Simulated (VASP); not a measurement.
These are vdW-DF-cx, VASP's PBE PAW potentials (set 64) (plane waves; VASP) values and carry that method's errors.

Input for VASP

### INCAR
```
! general
SYSTEM    =  ZrO2
PREC      =  Accurate
ENCUT     =  520   ! plane-wave cut-off (eV)
LREAL     =  .FALSE.   ! projection in real space or not
LASPH     =  .TRUE.
ICHARG    =  11

! electronic loop
EDIFF     =  1E-7   ! SCF stop (eV)
NELM      =  100   ! most electronic steps
ALGO      =  Normal   ! blocked Davidson
LMAXMIX   =  4   ! l cut-off of mixed one-centre charges

! smearing
ISMEAR    =  0   ! Gaussian
SIGMA     =  0.05   ! width (eV)

! functional
GGA       =  CX
LUSE_VDW  =  .TRUE.
AGGAC     =  0.0

! output
LWAVE     =  .FALSE.
LCHARG    =  .FALSE.
LORBIT    =  11
```

File KPOINTS:
```
k-points along high-symmetry lines
15
Line-mode
Reciprocal
  0.000000   0.000000   0.000000 ! GAMMA
  0.500000   0.000000   0.500000 ! X

  0.500000   0.000000   0.500000 ! X
  0.625000   0.250000   0.625000 ! U

  0.375000   0.375000   0.750000 ! K
  0.000000   0.000000   0.000000 ! GAMMA

  0.000000   0.000000   0.000000 ! GAMMA
  0.500000   0.500000   0.500000 ! L

  0.500000   0.500000   0.500000 ! L
  0.500000   0.250000   0.750000 ! W

  0.500000   0.250000   0.750000 ! W
  0.500000   0.000000   0.500000 ! X
```

File POSCAR:
```
ZrO2
1
    0.0000000000     2.5395733387     2.5395733387
    2.5395733387    -0.0000000000     2.5395733387
    2.5395733387     2.5395733387     0.0000000000
Zr O
1 2
Direct
  0.0000000000   0.0000000000   0.0000000000
  0.2500000000   0.2500000000   0.2500000000
  0.7500000000   0.7500000000   0.7500000000
```

POTCAR, in this order: Zr_sv O (PBE.64 set). Program: vasp_std. Read from the step before: CHGCAR.

The resulting files:

**OSZICAR**
```
       N       E                     dE             d eps       ncg     rms          rms(c)
DAV:   1     0.192778343165E+03    0.19278E+03   -0.14741E+04  2880   0.155E+03
DAV:   2    -0.145789542873E+02   -0.20736E+03   -0.20432E+03  3784   0.385E+02
DAV:   3    -0.228063367520E+02   -0.82274E+01   -0.82170E+01  4424   0.728E+01
DAV:   4    -0.229836049771E+02   -0.17727E+00   -0.17723E+00  3880   0.861E+00
DAV:   5    -0.229868284437E+02   -0.32235E-02   -0.32235E-02  3952   0.833E-01
DAV:   6    -0.229868634384E+02   -0.34995E-04   -0.34995E-04  3768   0.856E-02
DAV:   7    -0.229868637846E+02   -0.34618E-06   -0.34617E-06  4168   0.821E-03
DAV:   8    -0.229868637871E+02   -0.25420E-08   -0.25497E-08  2920   0.846E-04
   1 F= -.22986864E+02 E0= -.22986864E+02  d E =-.926019E-25
```

### OUTCAR
```
 val. band max:        7.1741297751   @ k =   0.5000   0.0000   0.5000

 cond. band min:      10.5233591350   @ k =   0.0000   0.0000   0.0000



 k-point     1 :       0.0000    0.0000    0.0000
  band No.  band energies     occupation
      1     -40.8039      2.00000
      2     -18.6579      2.00000
      3     -18.6579      2.00000
      4     -18.6579      2.00000
      5     -10.9815      2.00000
      6      -8.3655      2.00000
      7       1.8943      2.00000
      8       1.8943      2.00000
      9       1.8943      2.00000
     10       6.6312      2.00000
     11       6.6312      2.00000
     12       6.6312      2.00000
     13      10.5234      0.00000
     14      10.5234      0.00000
     15      13.7056      0.00000
     16      16.6386      0.00000

 k-point     2 :       0.0357    0.0000    0.0357
  band No.  band energies     occupation
      1     -40.8031      2.00000
      2     -18.6692      2.00000
      3     -18.6602      2.00000
      4     -18.6602      2.00000
      5     -10.9556      2.00000
      6      -8.3849      2.00000
      7       1.9096      2.00000
      8       1.9096      2.00000
      9       1.9472      2.00000
     10       6.5075      2.00000
     11       6.6357      2.00000
     12       6.6357      2.00000
     13      10.5379      0.00000
     14      10.5825      0.00000
     15      13.7700      0.00000
     16      16.5853      0.00000

 k-point     3 :       0.0714    0.0000    0.0714
  band No.  band energies     occupation
      1     -40.8007      2.00000
      2     -18.7023      2.00000
      3     -18.6670      2.00000
      4     -18.6670      2.00000
      5     -10.8790      2.00000
      6      -8.4417      2.00000
      7       1.9553      2.00000
      8       1.9553      2.00000
      9       2.1037      2.00000
     10       6.1702      2.00000
     11       6.6476      2.00000
     12       6.6476      2.00000
     13      10.5812      0.00000
     14      10.7319      0.00000
...
```

The density is held fixed in this step, so its total energy and stress have no physical meaning.

The compound is ZrO2 in the fluorite structure, the high-temperature cubic form, which is unstable at 0 K; the monoclinic form is the stable one. It was relaxed first.
